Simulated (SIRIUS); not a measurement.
An input for SIRIUS 7 (Li):

File sirius.json:

```json
{
  "control": {
    "processing_unit": "cpu",
    "std_evp_solver_name": "lapack",
    "gen_evp_solver_name": "lapack",
    "verbosity": 2,
    "print_forces": true,
    "ortho_rf": true,
    "use_second_variation": true,
    "rmt_max": 3.0,
    "num_bands_to_print": 8,
    "save_wf": true
  },
  "parameters": {
    "electronic_structure_method": "full_potential_lapwlo",
    "xc_functionals": ["XC_GGA_X_PBE", "XC_GGA_C_PBE"],
    "core_relativity": "dirac",
    "valence_relativity": "iora",
    "num_fv_states": 8,
    "smearing": "methfessel_paxton",
    "smearing_width": 0.0036749322,
    "pw_cutoff": 20,
    "gk_cutoff": 3.0
    "lmax_apw": 10,
    "lmax_rho": 8,
    "lmax_pot": 8,
    "num_mag_dims": 0,
    "auto_rmt": 0,
    "ngridk": [5, 5, 5],
    "shiftk": [0, 0, 0],
    "num_dft_iter": 80,
    "energy_tol": 1e-07,
    "density_tol": 1e-05,
    "use_symmetry": true
  },
  "settings": {"tol_ne": 1e-10},
  "iterative_solver": {"type": "exact"},
  "mixer": {"type": "anderson", "beta": 0.5, "max_history": 8},
  "unit_cell": {
    "lattice_vectors": [
      [0.003384893561, 0.70845641992, 0.705746444244],
      [0.72062941424, -0.004322243757, 0.713453581562],
      [0.708701464046, 0.704235607044, 0.007605706437]
    ],
    "atom_types": ["Li"],
    "atom_files": {"Li": "Li.json"},
    "atoms": {"Li": [[0.0, 0.0, 0.0]]},
    "lattice_vectors_scale": 5.8686634133
  }
}
```

The input Li.json:

```json
{
  "name": "lithium",
  "symbol": "Li",
  "number": 3,
  "mass": 6.941,
  "rmin": 1e-06,
  "rmt": 2.0,
  "nrmt": 800,
  "rinf": 22.46,
  "core": "",
  "valence": [
    {"basis": [{"enu": 0.05, "dme": 0, "n": 0, "auto": 0}, {"enu": 0.05, "dme": 1, "n": 0, "auto": 0}]},
    {"l": 0, "n": 1, "basis": [{"enu": 0.15, "dme": 0, "n": 0, "auto": 0}]},
    {"l": 1, "n": 2, "basis": [{"enu": 0.15, "dme": 0, "n": 0, "auto": 0}]},
    {"l": 2, "n": 3, "basis": [{"enu": 0.15, "dme": 0, "n": 0, "auto": 0}]},
    {"l": 3, "n": 4, "basis": [{"enu": 0.15, "dme": 0, "n": 0, "auto": 0}]}
  ],
  "lo": [
    {"l": 0, "basis": [{"enu": 0.15, "dme": 0, "n": 0, "auto": 0}, {"enu": 0.15, "dme": 1, "n": 0, "auto": 0}]},
    {
      "l": 0,
      "basis": [{"enu": -1.6227, "dme": 0, "n": 1, "auto": 1}, {"enu": -1.6227, "dme": 1, "n": 1, "auto": 1}]
    },
    {
      "l": 0,
      "basis": [{"enu": -1.6227, "dme": 1, "n": 1, "auto": 1}, {"enu": 0.15, "dme": 0, "n": 0, "auto": 0}]
    },
    {"l": 0, "basis": [{"enu": 0.15, "dme": 0, "n": 0, "auto": 0}, {"enu": 4.15, "dme": 0, "n": 0, "auto": 0}]},
    {"l": 1, "basis": [{"enu": 0.15, "dme": 0, "n": 0, "auto": 0}, {"enu": 0.15, "dme": 1, "n": 0, "auto": 0}]},
    {"l": 1, "basis": [{"enu": 0.15, "dme": 1, "n": 0, "auto": 0}, {"enu": 0.15, "dme": 2, "n": 0, "auto": 0}]},
    {"l": 1, "basis": [{"enu": 0.15, "dme": 0, "n": 0, "auto": 0}, {"enu": 3.6, "dme": 0, "n": 0, "auto": 0}]},
    {"l": 2, "basis": [{"enu": 0.15, "dme": 0, "n": 0, "auto": 0}, {"enu": 0.15, "dme": 1, "n": 0, "auto": 0}]},
    {"l": 2, "basis": [{"enu": 0.15, "dme": 1, "n": 0, "auto": 0}, {"enu": 0.15, "dme": 2, "n": 0, "auto": 0}]},
    {"l": 3, "basis": [{"enu": 0.15, "dme": 0, "n": 0, "auto": 0}, {"enu": 0.15, "dme": 1, "n": 0, "auto": 0}]}
  ],
  "free_atom": [... radial grid and density of the free atom, the start of the SCF ...]
}
```

Potentials or basis: all-electron FP-LAPW, apw+lo standard.

The run is started by

```bash
$ OMP_NUM_THREADS=1 sirius.scf --input=sirius.json --output=output.json
```

Q: How does this run end?

A: The run stopped without a result. It printed:

Output:

```text
Exception in function "try_parse" at src/core/json.hpp:36
cannot parse input JSON
[json.exception.parse_error.101] parse error at line 24, column 14: syntax error while parsing object - unexpected string literal; expected '}'
```
